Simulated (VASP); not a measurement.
**CaO (distorted rocksalt): a PBE single-point calculation in VASP**

INCAR

```
PREC = Accurate
NBANDS = 15
IBRION = -1
LWAVE = .FALSE.
ISIF = 2
ENCUT = 520
SIGMA = 0.02
LASPH = .TRUE.
ISMEAR = -1
NSW = 0
EDIFF = 1E-7
LREAL = .FALSE.
NELM = 120
LCHARG = .FALSE.
GGA = PE
```

KPOINTS

```
KPOINTS created by Atomic Simulation Environment
0
Gamma
8 8 8
0 0 0
```

POSCAR

```
Ca O
 1.0000000000000000
     0.0092000000000000    2.3961000000000001    2.3898000000000001
     2.3489000000000000    0.0694000000000000    2.3296000000000001
     2.4371999999999998    2.4241999999999999   -0.0189000000000000
 Ca  O
   1   1
Cartesian
  2.2942108900000000  2.4574609000000001  4.6060081200000003
  2.1475631499999999  2.7143183700000000  2.3663455900000003
```

VASP ran with the recommended PBE PAW datasets (16 valence electrons in the cell).

Command

```
mpirun -np 1 vasp_std
```

From OUTCAR

```
k-points           NKPTS =    260   k-points in BZ     NKDIM =    260   number of bands    NBANDS=     15

   NELECT =      16.0000    total number of electrons

   dimension x,y,z NGX =    28 NGY =   28 NGZ =   28
   dimension x,y,z NGXF=    56 NGYF=   56 NGZF=   56

  energy-cutoff  :      520.00
  volume of cell :       26.86
      direct lattice vectors                 reciprocal lattice vectors
     0.009200000  2.396100000  2.389800000    -0.210282745  0.213013960  0.205679074
     2.348900000  0.069400000  2.329600000     0.217352497 -0.216829650  0.216564516
     2.437200000  2.424200000 -0.018900000     0.201622895  0.208169800 -0.209494764

 k-points in reciprocal lattice and weights: KPOINTS created by Atomic Simulation Env
   0.00000000  0.00000000  0.00000000       0.002
   0.12500000  0.00000000 -0.00000000       0.004
   0.25000000  0.00000000 -0.00000000       0.004
   0.37500000  0.00000000 -0.00000000       0.004
   0.50000000  0.00000000 -0.00000000       0.002
   0.00000000  0.12500000  0.00000000       0.004
   0.12500000  0.12500000  0.00000000       0.004
   0.25000000  0.12500000 -0.00000000       0.004
   ...

 E-fermi :   2.7839

 k-point     1 :       0.0000    0.0000    0.0000
  band No.  band energies     occupation
      1     -34.8510      2.00000
      2     -15.7447      2.00000
      3     -15.6068      2.00000
      4     -15.5838      2.00000
      5     -12.9730      2.00000
      6       2.1154      2.00000
      7       2.1395      2.00000
      8       2.2463      2.00000
      9       7.3217      0.00000
     10       8.7588      0.00000
     11       9.3756      0.00000
     12       9.6428      0.00000
     13      10.8783      0.00000
     14      11.1851      0.00000
     15      17.6503      0.00000

 k-point     2 :       0.1250    0.0000   -0.0000
  band No.  band energies     occupation
      1     -34.8338      2.00000
      2     -15.9619      2.00000
      3     -15.6182      2.00000
      4     -15.5949      2.00000
      5     -12.7539      2.00000
      6       1.6537      2.00000
      7       1.9552      2.00000
      8       2.0878      2.00000
      9       7.9080      0.00000
     10       9.0237      0.00000
     11       9.4950      0.00000
     12       9.7035      0.00000
     13      11.2339      0.00000
     14      11.5226      0.00000
     15      18.2531      0.00000

 k-point     3 :       0.2500    0.0000   -0.0000
  band No.  band energies     occupation
      1     -34.7920      2.00000
      2     -16.4032      2.00000
      3     -15.6342      2.00000
      4     -15.6212      2.00000
      5     -12.3197      2.00000
      6       0.7826      2.00000
      7       1.5416      2.00000
      8       1.7184      2.00000
      9       8.8453      0.00000
     10       9.7045      0.00000
     11       9.9237      0.00000
     12      10.4643      0.00000
     13      12.0338      0.00000
     14      12.3100      0.00000
     15      18.4820      0.00000

 k-point     4 :       0.3750    0.0000   -0.0000
  band No.  band energies     occupation
      1     -34.7498      2.00000
      2     -16.7693      2.00000
      3     -15.6494      2.00000
      4     -15.6465      2.00000
      5     -11.9615      2.00000
      6       0.0732      2.00000
      7       1.1706      2.00000
      8       1.3839      2.00000
      9       9.3377      0.00000
     10      10.5838      0.00000
     11      11.0077      0.00000
     12      11.4182      0.00000
     13      12.8193      0.00000
     14      13.1671      0.00000
     15      17.1743      0.00000

 k-point     5 :       0.5000    0.0000   -0.0000
  band No.  band energies     occupation
      1     -34.7321      2.00000
      2     -16.9065      2.00000
      3     -15.6585      2.00000
      4     -15.6538      2.00000
      5     -11.8271      2.00000
      6      -0.1924      2.00000
      7       1.0270      2.00000
      8       1.2540      2.00000
      9       9.5978      0.00000
     10      11.0034      0.00000
     11      11.6537      0.00000
     12      11.7378      0.00000
     13      13.1718      0.00000
     14      13.6222      0.00000
     15      16.4231      0.00000

 k-point     6 :       0.0000    0.1250    0.0000
  band No.  band energies     occupation
      1     -34.8301      2.00000
      2     -15.9619      2.00000
      3     -15.6379      2.00000
      4     -15.6197      2.00000
      5     -12.7207      2.00000
      6       1.6221      2.00000
      7       1.9553      2.00000
      8       2.1801      2.00000
      9       7.9458      0.00000
     10       8.9534      0.00000
     11       9.2239      0.00000
     12       9.6406      0.00000
     13      11.3399      0.00000
     14      11.6371      0.00000
     15      18.4227      0.00000

 k-point     7 :       0.1250    0.1250    0.0000
  band No.  band energies     occupation
      1     -34.8268      2.00000
      2     -15.9690      2.00000
      3     -15.6659      2.00000
      4     -15.6408      2.00000
      5     -12.6771      2.00000
      6       1.4123      2.00000
      7       2.0413      2.00000
      8       2.2316      2.00000
      9       7.9925      0.00000
     10       8.9418      0.00000
     11       9.2744      0.00000
     12       9.6921      0.00000
     13      11.2659      0.00000
     14      11.9519      0.00000
     15      18.5602      0.00000

 k-point     8 :       0.2500    0.1250   -0.0000
  band No.  band energies     occupation
      1     -34.7951      2.00000
      2     -16.2622      2.00000
      3     -15.6971      2.00000
      4     -15.6718      2.00000
      5     -12.3944      2.00000
      6       0.8978      2.00000
      7       1.7917      2.00000
      8       1.8868      2.00000
      9       8.4069      0.00000
     10       9.4197      0.00000
     11       9.9507      0.00000
     12      10.2429      0.00000
     13      11.7138      0.00000
     14      12.5632      0.00000
     15      19.0686      0.00000

 k-point     9 :       0.3750    0.1250   -0.0000
  band No.  band energies     occupation
      1     -34.7532      2.00000
      2     -16.6035      2.00000
      3     -15.7234      2.00000
      4     -15.6991      2.00000
      5     -12.0922      2.00000
      6       0.3971      2.00000
      7       1.3797      2.00000
      8       1.4764      2.00000
      9       8.8914      0.00000
     10      10.3290      0.00000
     11      10.7766      0.00000
     12      11.2370      0.00000
     13      12.5206      0.00000
     14      13.1578      0.00000
     15      17.8813      0.00000

 k-point    10 :       0.5000    0.1250   -0.0000
  band No.  band energies     occupation
      1     -34.7257      2.00000
      2     -16.8058      2.00000
      3     -15.7536      2.00000
      4     -15.6922      2.00000
      5     -11.9214      2.00000
      6       0.0513      2.00000
      7       1.1463      2.00000
      8       1.2565      2.00000
      9       9.5268      0.00000
     10      10.6432      0.00000
     11      11.1632      0.00000
     12      12.1511      0.00000
     13      13.2298      0.00000
     14      13.7459      0.00000
     15      16.5659      0.00000

 k-point    11 :      -0.3750    0.1250    0.0000
  band No.  band energies     occupation
      1     -34.7290      2.00000
      2     -16.7887      2.00000
      3     -15.7595      2.00000
      4     -15.6632      2.00000
      5     -11.9445      2.00000
      6       0.0449      2.00000
      7       1.0827      2.00000
      8       1.3922      2.00000
      9       9.3852      0.00000
     10      10.7376      0.00000
     11      10.9566      0.00000
     12      12.0202      0.00000
     13      13.1466      0.00000
     14      13.6265      0.00000
     15      16.7913      0.00000

 k-point    12 :      -0.2500    0.1250    0.0000
  band No.  band energies     occupation
      1     -34.7613      2.00000
      2     -16.5605      2.00000
      3     -15.7297      2.00000
      4     -15.6315      2.00000
      5     -12.1583      2.00000
      6       0.4385      2.00000
      7       1.2686      2.00000
      8       1.7128      2.00000
      9       9.0153      0.00000
     10       9.8866      0.00000
     11      10.2038      0.00000
     12      11.4053      0.00000
     13      12.2751      0.00000
     14      12.9611      0.00000
     15      18.3146      0.00000

 k-point    13 :      -0.1250    0.1250    0.0000
  band No.  band energies     occupation
      1     -34.8031      2.00000
      2     -16.2217      2.00000
      3     -15.6751      2.00000
      4     -15.6154      2.00000
      5     -12.4798      2.00000
      6       1.0996      2.00000
      7       1.6293      2.00000
      8       2.0235      2.00000
      9       8.7950      0.00000
     10       8.9843      0.00000
     11       9.2801      0.00000
     12      10.4157      0.00000
     13      11.6442      0.00000
     14      12.1792      0.00000
     15      19.0183      0.00000

 ...

  Total        1.6095063      3.1085681      1.3715397     -0.0484796     -0.3935275      0.5035694
  in kB       95.9966847    185.4060663     81.8035111     -2.8914936    -23.4713811     30.0346736
  external PRESSURE =     121.0687541 kB  Pullay stress =       0.0000000 kB

 POSITION                                       TOTAL-FORCE (eV/Angst)
 -----------------------------------------------------------------------------------
      2.29421      2.45746      4.60601        -0.581621      1.377121      0.461547
      2.14756      2.71432      2.36635         0.581621     -1.377121     -0.461547
 -----------------------------------------------------------------------------------
    total drift:                               -0.000042      0.000030      0.000119

  FREE ENERGIE OF THE ION-ELECTRON SYSTEM (eV)
  ---------------------------------------------------
  free  energy   TOTEN  =       -12.5022530280 eV

  energy  without entropy=      -12.5022530280  energy(sigma->0) =      -12.50225303
```

```yaml
gap_between_bands_v_and_c_on_the_k_mesh: 4.36 eV
least_direct_gap_on_the_k_mesh: 4.47 eV
pressure: 12.1 GPa
largest_force: 1.56 eV/Å
```

Band v is the last that the valence electrons fill when counted band by band, and c is the next.

The run took about 50 s on one core of a shared host (Intel Xeon 6975P-C) and held 0.24 GiB at most.
